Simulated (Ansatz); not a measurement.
# Electron scattering at the twin(10-12) boundary in hcp Ru with Co (substitutional), part 2 of 2

Aim: the relaxed structure and the specific resistance of the twin(10-12) boundary in hcp Ru with Co (substitutional).

Ansatz 0.2.0; Ansatz plane-wave DFT, PBE, PAW files, collinear spin; relaxation of a bicrystal slab with its lowest layers held; PAW set soft_1 (the session's first sound run).

So far. Step 2 (Relaxing the bicrystal): The largest force component on a free atom ends at 0.0095 eV/Å, under the tolerance of 0.03, after 7 steps.

### 3. Transmission across the boundary

Bulk layers of each grain are laid under and over the relaxed boundary, and a lead is named in the middle of each, away from the free faces. The mesh across the current, 10×24, is finer than the density's, because channels open and close sharply across the zone. Energies from -0.1 to 0.1 eV in steps of 0.05 eV are too few for the program's thermal sum, so it prints no conductance; for a metal the transmission near the Fermi level serves, at a fraction of the cost.

This step: Ansatz plane-wave DFT, PBE, PAW files, collinear spin; ballistic transport by layer matching (Landauer), zero bias; boundary relaxed in a short slab, bulk layers laid on; PAW set soft_1 (Ansatz 0.2.0).

System of this step: twin(10-12) boundary in hcp Ru with Co (substitutional). The cell holds 57 atoms: 56 Ru and 1 Co. Its edges and angles: a = 6.348 Å, b = 2.706 Å, c = 52.763 Å, α = 90.0°, β = 90.0°, γ = 90.0°. It derives from Ru. Regions: lower grain, 22 atoms (22 Ru); boundary, 17 atoms (16 Ru and 1 Co); upper grain, 18 atoms (18 Ru). Vacuum lies along c.

input.yaml reads:

```yaml
crystal:
  lattice:
    - [6.3481279548, 0.0, 0.0]
    - [0.0, 2.7058, 0.0]
    - [0.0, 0.0, 52.7629696044]
  atoms:
    - { symbol: Ru, position: [4.837733358, -6.5833333333, 0.0758107444] }
    - { symbol: Ru, position: [4.1560563199, -7.0833333334, 0.0957816005] }
    - { symbol: Ru, position: [4.5652178008, -6.0833333333, 0.1057670286] }
    - { symbol: Ru, position: [3.8835407627, -6.5833333334, 0.1257378847] }
    - { symbol: Ru, position: [4.2927022436, -5.5833333333, 0.1357233128] }
    - { symbol: Ru, position: [3.6110252055, -6.0833333334, 0.1556941689] }
    - { symbol: Ru, position: [4.0201866864, -5.0833333333, 0.165679597] }
    - { symbol: Ru, position: [3.3385096483, -5.5833333334, 0.1856504531] }
    - { symbol: Ru, position: [3.7476711292, -4.5833333333, 0.1956358812] }
    - { symbol: Ru, position: [3.0659940911, -5.0833333334, 0.2156067373] }
    - { symbol: Ru, position: [3.475155572, -4.0833333333, 0.2255921654] }
    - { symbol: Ru, position: [2.7934785339, -4.5833333334, 0.2455630215] }
    - { symbol: Ru, position: [3.2026400148, -3.5833333333, 0.2555484496] }
    - { symbol: Ru, position: [2.5209629767, -4.0833333334, 0.2755193057] }
    - { symbol: Ru, position: [2.9301244576, -3.0833333333, 0.2855047338] }
    - { symbol: Ru, position: [2.2484474195, -3.5833333334, 0.3054755899] }
    - { symbol: Ru, position: [2.6576089004, -2.5833333333, 0.315461018] }
    - { symbol: Ru, position: [1.9759318623, -3.0833333334, 0.3354318741] }
    - { symbol: Ru, position: [2.3850933432, -2.0833333333, 0.3454173022] }
    - { symbol: Ru, position: [1.7034163051, -2.5833333334, 0.3653881583] }
    - { symbol: Ru, position: [2.112577786, -1.5833333333, 0.3753735864] }
    - { symbol: Ru, position: [1.4309007479, -2.0833333334, 0.3953444425] }
    - { symbol: Ru, position: [0.8400622288, 0.9166666667, 0.4053298706] }
    - { symbol: Ru, position: [0.1583851907, 0.4166666667, 0.4253007267] }
    - { symbol: Ru, position: [0.5672908828, 0.4166666667, 0.435072226] }
    - { symbol: Ru, position: [0.8805218429, 0.9166666667, 0.4551169058] }
    - { symbol: Ru, position: [0.2902234855, 0.9166666667, 0.4653437231] }
    - { symbol: Ru, position: [0.605935195, 0.4166666667, 0.4851214477] }
    - { symbol: Ru, position: [0.0251148616, 0.4166666667, 0.4961832686] }
    - { symbol: Ru, position: [0.3354149474, 0.9166666667, 0.5185450945] }
    - { symbol: Ru, position: [0.7509838024, 0.9166666667, 0.5226532139] }
    - { symbol: Co, position: [0.0743945949, 0.4166666667, 0.5449346205], spin: 2.0 }
    - { symbol: Ru, position: [0.7492098276, 0.9166666667, 0.5672970537] }
    - { symbol: Ru, position: [0.3338453886, 0.9166666667, 0.5716774918] }
    - { symbol: Ru, position: [0.0229135885, 0.4166666667, 0.5936515945] }
    - { symbol: Ru, position: [0.6023620586, 0.4166666667, 0.6049007417] }
    - { symbol: Ru, position: [0.2869602095, 0.9166666667, 0.6249548423] }
    - { symbol: Ru, position: [0.8798634545, 0.9166666667, 0.6344902247] }
    - { symbol: Ru, position: [0.5634070986, 0.4166666667, 0.6547043148] }
    - { symbol: Ru, position: [1.1533123147, -1.5833333334, 0.6645681259] }
    - { symbol: Ru, position: [1.8349893528, -1.0833333333, 0.684538982] }
    - { symbol: Ru, position: [1.4258278719, -2.0833333334, 0.6945244101] }
    - { symbol: Ru, position: [2.10750491, -1.5833333333, 0.7144952662] }
    - { symbol: Ru, position: [1.6983434291, -2.5833333334, 0.7244806943] }
    - { symbol: Ru, position: [2.3800204672, -2.0833333333, 0.7444515504] }
    - { symbol: Ru, position: [1.9708589863, -3.0833333334, 0.7544369785] }
    - { symbol: Ru, position: [2.6525360244, -2.5833333333, 0.7744078346] }
    - { symbol: Ru, position: [2.2433745435, -3.5833333334, 0.7843932627] }
    - { symbol: Ru, position: [2.9250515816, -3.0833333333, 0.8043641188] }
    - { symbol: Ru, position: [2.5158901007, -4.0833333334, 0.8143495469] }
    - { symbol: Ru, position: [3.1975671388, -3.5833333333, 0.834320403] }
    - { symbol: Ru, position: [2.7884056579, -4.5833333334, 0.8443058311] }
    - { symbol: Ru, position: [3.470082696, -4.0833333333, 0.8642766872] }
    - { symbol: Ru, position: [3.0609212151, -5.0833333334, 0.8742621153] }
    - { symbol: Ru, position: [3.7425982533, -4.5833333333, 0.8942329714] }
    - { symbol: Ru, position: [3.3334367723, -5.5833333334, 0.9042183995] }
    - { symbol: Ru, position: [4.0151138105, -5.0833333333, 0.9241892556] }
magnetization:
  spin_polarized: true
kpoints:
  mp_grid: { grid: [4, 9, 1] }
hamiltonian:
  xc: pbe
  pseudopotentials: { kind: paw, azcp: { folder: soft_1 } }
scf:
  occupations: { method: fermi_dirac, width: 0.1 }
output:
  transmission:
    leads: [[12, 14], [45, 47]]
    kmesh: [10, 24]
    e_range: [-0.1, 0.1]
    de: 0.05
  write_potential: true
  write_density: true
  volumetric_format: npy
  elf: true
```

Run with:

```console
$ ansatz run input.yaml --threads 8 --pin off --max-ram 15360MiB --backend cpu --events-out ev --progress --plain --runs-dir out
```

Numbers of over 12 decimals in the logs are rounded to 6 here.

The log of the run:

```text
[...]
Crystal: 57 atoms, lattice volume = 906.297 Å³
Basis set: ecut = 420 eV, 17809 PW (Γ)
Bands: 549, of which v1, the nominal top of the filled ones, is band 457 counted from 1 (456 counted from 0)
Symmetry: 2 space group operations
[...]
k-points: 15 of 36 (time reversal used)
[...]
Starting moments: Σ|m| = 2 μB on 1 of 57 sites
[...]
SCF iter   1: F=—  HF=-334361.968283 eV  |F-HF|=—  |Δ(HF+E_count)|=         —  Δρ=5.78e-2 (↑5.65e-2 ↓5.78e-2)  dr2=3.58e2  dr2_m=1.42e0  M=0.923 μB ∫|m|=1.197 μB  β_m=0.30  ethr=3.10e-3  ⟨swp⟩=6.7  Hψ=58327  notcnv=0  defer=3
[...]
SCF iter  17: F=-334327.211491 eV  HF=-334327.211491 eV  |F-HF|=8.56e-9  |Δ(HF+E_count)|=   5.41e-9  Δρ=3.98e-7 (↑2.44e-7 ↓3.98e-7)  dr2=8.05e-9  dr2_m=3.59e-10  M=0.720 μB ∫|m|=0.997 μB  ethr=1.00e-12  ⟨swp⟩=8.3  Hψ=60435  notcnv=0
SCF 1 converged in 17 iterations: F = -334327.211491 eV  dr2 = 8.05e-9
[...]
transmission: 1188 of 11856 steps passed
transmission: 2372 of 11856 steps passed
[...]
transmission: 11856 of 11856 steps passed
WARN: The input density's exchange-correlation potential varies sharply where the density is thin. Do not read a vacuum level from v_tot or v_xc, or from such a field of the output density. On a cell that repeats whose density bears no net charge and no dipole along the vacuum's axis use v_es (v_loc + v_h of the components); under efield.dipole_correction with no amplitude use v_es + v_field, which holds any external [...]
SCF converged after 17 iterations
Magnetization: 0.7202 μB (456.8601 up, 456.1399 down)
Absolute magnetization: 1.0046 μB (∫|ρ↑−ρ↓|, with the PAW one-centre terms)
[...]
Per-site moments (μB) at R_I (Å): [(-1.537405772150329e-5, 1.093251), (-4.1239028368901516e-5, 1.093251), (-0.000110947, 1.093251), (1.6546529116666138e-5, 1.093251), (-1.343884373083024e-6, 1.093251), (-3.3061050841058096e-5, 1.093251), (-0.000144931, 1.093251), (4.312620323798163e-6, 1.093251), (0.000111779, 1.093251), (-0.00016936, 1.093251), (-0.00016277, 1.093251), (0.000222642, 1.093251), (-3.785166565600814e-5 [...]
Free energy (F): -334327.211491 eV
[...]
Internal energy: -334325.500069 eV  (E = F + TS)
E sigma→0 (E₀):  -334326.355780 eV
Entropy (-TS):   -1.711422 eV (-30.025 meV/atom)
Fermi energy:    19.139051 eV
[...]
--- Band table (eV; the first three rows and the last of 30) ---
  k-point 0 ↑: bands = [... 453 lower, 18.6807, 18.7202, 18.7254, 18.7509, 18.7700, 18.8302, 18.8764, 18.9555, ... 88 higher]
  k-point 1 ↑: bands = [... 453 lower, 18.4579, 18.4764, 18.5172, 18.5423, 18.5756, 18.6169, 18.6329, 18.7094, ... 88 higher]
  k-point 2 ↑: bands = [... 453 lower, 18.4244, 18.4600, 18.4802, 18.5345, 18.5547, 18.6449, 18.6558, 18.6806, ... 88 higher]
  k-point 14 ↓: bands = [... 453 lower, 20.0474, 20.0813, 20.1144, 20.1662, 20.1783, 20.2002, 20.2397, 20.2549, ... 88 higher]
--- Transmission ---
  basis      : 149 plane waves across, 76 finite elements along
  points     : 78, standing for a mesh of 10 x 24
  energies   : 5 from -0.100000 to 0.100000 eV about the Fermi level, 0.050000 eV apart; the leads are filled to 0.000000 eV, and channels, transmission and decay are at 0.000000 eV
  crystal 0  : Ru4, at the sites [12, 14], period 3.1612 Å, over 18.97 Å; its Hamiltonian steps by up to 35.7 meV: too much for a lead, lay more layers or, if its atoms are ordered, name the step of that order
    offset         : up to 0.0000 Å between an atom of the period and one for which it stands
    channels       : 3.833333e0 up, 3.833333e0 down
    conductance    : none, the energies end too early or step too widely for 300 K: set another output.transmission.e_range or a lower de, or, where they end at an eighth of basis.ecutwfc, a higher one
[...]
channels       : 3.833333e0 up, 3.833333e0 down
[...]
junction   : crystal 0 to crystal 1, 13.39 to 38.13 Å
    transmission   : 1.852424e0 up, 2.014738e0 down
[...]
```

Elapsed: 49 min, on 8 threads of Arm Neoverse N1, shared host; peak memory 9.6 GiB; 6.2 h of CPU time.

This step gave:

```
free energy                          : -334327.2115 eV
energy at zero smearing              : -334326.3558 eV
Fermi energy                         : 19.14 eV
magnetization                        : 0.7202 μB
absolute magnetization               : 1.005 μB
cell area                            : 17.18 Å²
transmission, spin up                : 1.852
transmission, spin down              : 2.015
open channels, spin up               : 3.833
open channels, upper lead, spin up   : 3.833
open channels, spin down             : 3.833
open channels, upper lead, spin down : 3.833
step of the lead's potential         : 35.7 meV
step of the upper lead's potential   : 30.3 meV
```

Per spin. Transmission, zone mean against energy, zero at the Fermi level:

| energy (eV) | T up | T down |
| --- | --- | --- |
| -0.1000 | 1.97 | 2.16 |
| -0.0500 | 1.91 | 2.06 |
| 0.0000 | 1.85 | 2.01 |
| 0.0500 | 1.82 | 1.93 |
| 0.1000 | 1.80 | 1.90 |

Per spin. Open channels, zone mean against energy, zero at the Fermi level:

| energy (eV) | lead up | upper lead up | lead down | upper lead down |
| --- | --- | --- | --- | --- |
| -0.1000 | 3.96 | 3.94 | 3.96 | 3.93 |
| -0.0500 | 3.92 | 3.92 | 3.92 | 3.92 |
| 0.0000 | 3.83 | 3.83 | 3.83 | 3.83 |
| 0.0500 | 3.73 | 3.73 | 3.73 | 3.75 |
| 0.1000 | 3.82 | 3.82 | 3.82 | 3.82 |

Transmission over k1 and k2. At 0.0000 eV from the Fermi level, spin up.

Ten even steps from '_' (0.67) to '@' (3.87):
```
__::##**@@::@@**##::
..::==**::::::**==::
::--++..==__==..++--
____----..__..----__
==::__..--::--..__::
====::..::--::..::==
----::..::::::..::--
==::--..::::::..--::
++--::..::::::..::--
******--......--****
@@##++==##++##==++##
@@%%**%%##==##%%**%%
@@##++==##++##==++##
******--......--****
++--::..::::::..::--
==::--..::::::..--::
----::..::::::..::--
====::..::--::..::==
==::__..--::--..__::
____----..__..----__
::--++..==__==..++--
..::==**::::::**==::
__::##**@@::@@**##::
____****@@__@@****__
```
Columns: k1 (b1) from -0.5 to 0.4; rows upwards: k2 (b2) from -0.5 to 0.458.

Open channels over k1 and k2. At 0.0000 eV from the Fermi level, spin up.

Ten even steps from '_' (2.00) to '@' (8.00):
```
__..----%%..%%----..
____..--++..++--..__
____....--..--....__
____......__......__
----__..------..__--
**--..............--
--++..............++
------..........----
**++++..........++++
**++**--......--**++
@@%%**++++--++++**%%
@@%%****++--++****%%
@@%%**++++--++++**%%
**++**--......--**++
**++++..........++++
------..........----
--++..............++
**--..............--
----__..------..__--
____......__......__
____....--..--....__
____..--++..++--..__
__..----%%..%%----..
____----**__**----__
```
Columns: k1 (b1) from -0.5 to 0.4; rows upwards: k2 (b2) from -0.5 to 0.458.

Transmission over k1 and k2. At 0.0000 eV from the Fermi level, spin down.

Ten even steps from '_' (0.65) to '@' (3.90):
```
::--%%##@@--@@##%%--
::::++**------**++::
::::++----..----++::
::::------::------::
==::____------____::
++==--::======::--==
--==::::--==--::::==
++==::__::--::__::==
**==--__..::..__--==
##++**::..::..::**++
@@%%**++##++##++**%%
@@%%**####++####**%%
@@%%**++##++##++**%%
##++**::..::..::**++
**==--__..::..__--==
++==::__::--::__::==
--==::::--==--::::==
++==--::======::--==
==::____------____::
::::------::------::
::::++----..----++::
::::++**------**++::
::--%%##@@--@@##%%--
::..%%##%%--%%##%%..
```
Columns: k1 (b1) from -0.5 to 0.4; rows upwards: k2 (b2) from -0.5 to 0.458.

Open channels over k1 and k2. At 0.0000 eV from the Fermi level, spin down.

Ten even steps from '_' (2.00) to '@' (8.00):
```
__..----%%..%%----..
____..--++..++--..__
____....--..--....__
____......__......__
----__..------..__--
**--..............--
--++..............++
------..........----
**++++..........++++
**++**--......--**++
@@%%**++++--++++**%%
@@%%****++--++****%%
@@%%**++++--++++**%%
**++**--......--**++
**++++..........++++
------..........----
--++..............++
**--..............--
----__..------..__--
____......__......__
____....--..--....__
____..--++..++--..__
__..----%%..%%----..
____----**__**----__
```
Columns: k1 (b1) from -0.5 to 0.4; rows upwards: k2 (b2) from -0.5 to 0.458.

Spin density in the ca plane at fractional y = 0.417, with atoms of Ru and Co within 0.2 Å of it.

Ten even steps from '0' (0.0 e/Å³) to '9' (2.0 e/Å³), each cell a mean:
```
00000000000000000000000000000000000000000000
00000000000000000000000000000000000000000000
00000000000000000000000000000000000000000000
00000000000000000000000000000000000000000000
00000000000000000000000000000000000000000000
00000000000000000000000000000000000000000000
00000000000000000000000000000000000000000000
00000000000000000000000000000000000000000000
00000000000000000000000000000000000000000000
00000000000000000000000000000000000000000000
00000000000000000000000000000000000000000000
00000000000000000000000000000000000000000000
00000000000000000000000000000000000000000000
00000000000000000000000000000000000000000000
00000000000000000000000241000000000000000000
00000000000000000000000493000000000000000000
00000000000000000000000131000000000000000000
```
Columns run along c (16.0 Å, from fractional 0.38 to 0.69 of the cell), rows up along a (6.3 Å). Atoms in or near the plane, at fractional coordinates: Ru at (0.43, 0.16), Ru at (0.44, 0.57), Ru at (0.49, 0.61), Ru at (0.50, 0.03), Co at (0.54, 0.07), Ru at (0.59, 0.02), Ru at (0.60, 0.60), Ru at (0.65, 0.56), Ru at (0.66, 0.15).

Electrostatic potential energy in the ca plane at fractional y = 0.417, with atoms of Ru and Co within 0.2 Å of it. With pseudopotentials it is smooth inside the atoms' cores, unlike the true potential.

Values in eV, 9 rows by 16 columns, each cell a mean:
```
 16  19  20  19  19   2 -29  16  10  14   8 -34  12  18  20  19
 15  18  20  19  19  17  16  18  20  20  18  15  18  18  20  20
  6  20   6   2  16 -26   2  18  21  20  18 -10 -13  17  -2  13
 15  20 -35 -47   9 -64 -19  21  22  22  20 -41 -47   8 -62 -12
 19  18 -17 -26  16 -13   8  21  22  22  21  -3  -6  13 -41  -2
 19  19  15  16  19  19  20  18  22  21  18  20  19  19  14  17
 10  13 -27  10  18  20  20  19  18  19  19  20  19  18   0 -17
-33   2 -69  -5  21   9 -11  17 -12  -2  13 -11  16  20 -28 -58
-21  14 -18  12  21 -17 -64  10 -20  -9  -5 -68   4  21   1 -15
```
Columns run along c (16.0 Å, from fractional 0.38 to 0.69 of the cell; values clipped at the 3rd and 97th percentile), rows up along a (6.3 Å). Atoms in or near the plane, at fractional coordinates: Ru at (0.43, 0.16), Ru at (0.44, 0.57), Ru at (0.49, 0.61), Ru at (0.50, 0.03), Co at (0.54, 0.07), Ru at (0.59, 0.02), Ru at (0.60, 0.60), Ru at (0.65, 0.56), Ru at (0.66, 0.15).

Valence density in the ca plane at fractional y = 0.417, with atoms of Ru and Co within 0.2 Å of it. It is the smooth field of the valence electrons, not physical close to the nuclei.

Values in e/Å³, 9 rows by 16 columns, each cell a mean:
```
 0  0  0  0  0  1  4  0  1  0  1  4  1  0  0  0
 0  0  0  0  0  0  0  0  0  0  0  0  0  0  0  0
 1  0  1  1  0  3  1  0  0  0  0  2  2  0  1  1
 0  0  5  6  1  8  3  0  0  0  0  5  6  1  8  2
 0  0  3  3  0  2  1  0  0  0  0  1  2  1  5  1
 0  0  0  0  0  0  0  0  0  0  0  0  0  0  1  0
 1  1  3  1  0  0  0  0  0  0  0  0  0  0  1  3
 4  1  9  2  0  1  2  0  6  3  1  2  0  0  4  8
 3  1  2  1  0  3  8  1 14  6  2  9  1  0  1  2
```
Columns run along c (16.0 Å, from fractional 0.38 to 0.69 of the cell), rows up along a (6.3 Å). Atoms in or near the plane, at fractional coordinates: Ru at (0.43, 0.16), Ru at (0.44, 0.57), Ru at (0.49, 0.61), Ru at (0.50, 0.03), Co at (0.54, 0.07), Ru at (0.59, 0.02), Ru at (0.60, 0.60), Ru at (0.65, 0.56), Ru at (0.66, 0.15).

Nearest the Fermi level spin up passes 1.85 of 3.83 channels of the lower lead and spin down 2.01 of 3.83.

### 4. Specific resistance

This step: Ansatz plane-wave DFT, PBE, PAW files, collinear spin; ballistic transport by layer matching (Landauer), zero bias; specific resistance of the boundary; PAW set soft_1 (Ansatz 0.2.0).

This step gave:

```
area resistance                      : 0.5643 fΩ m²
T over the leads' mean channel count : 0.5044
spin asymmetry γ                     : -0.07383 (R down - R up) / (R down + R up)
```

Averaged over the energies near the Fermi level, 50.4 % of the channels pass, which makes 0.564 fΩ m².

By hand, with means over the energies near the Fermi level: RA per spin = A (h/e²)(1/T − ½[1/N₁ + 1/N₂]); spin up: 17.18×10⁻²⁰ m² × 25 813 Ω × (1/1.870 − ½[1/3.851 + 1/3.848]) = 1.22 fΩ m²; spin down: 17.18×10⁻²⁰ m² × 25 813 Ω × (1/2.013 − ½[1/3.851 + 1/3.849]) = 1.05 fΩ m². The spins conduct in parallel, so 1/RA = 1/1.22 + 1/1.05 and RA = 0.564 fΩ m²; γ = (1.05 − 1.22)/(1.05 + 1.22) = -0.074.

### 5. Summary of results

```json
{
  "specific resistance of the boundary": "0.564 fΩ m²",
  "share of channels that pass": "0.504"
}
```

What this shows: The boundary has a specific resistance of 0.56 fΩ m². The boundary reflects 50 % of the channels; 0.56 fΩ m² is 5.6×10⁻¹² Ω·cm². One Co in 17.2 Å² of boundary is a high coverage. Each plane of this narrow cell holds one atom, so the solute fills a whole plane. One starting structure was relaxed; another shift or atom count at the boundary may lie lower. One magnetic start was tried, and the two spins conduct in parallel without mixing. A lead's potential steps by up to 36 meV from period to period, which the log calls too much, so longer leads could move the result.

[Logs are printed without paths, hosts, clocks, repeated set-up lines and the standing remarks that a program may print on its own settings, such as how far it seeks lower states.]

[Hosts, paths, dates, database ids (printed as entryN), source tags and the programs' standing remarks are cut or masked in the printed files.]
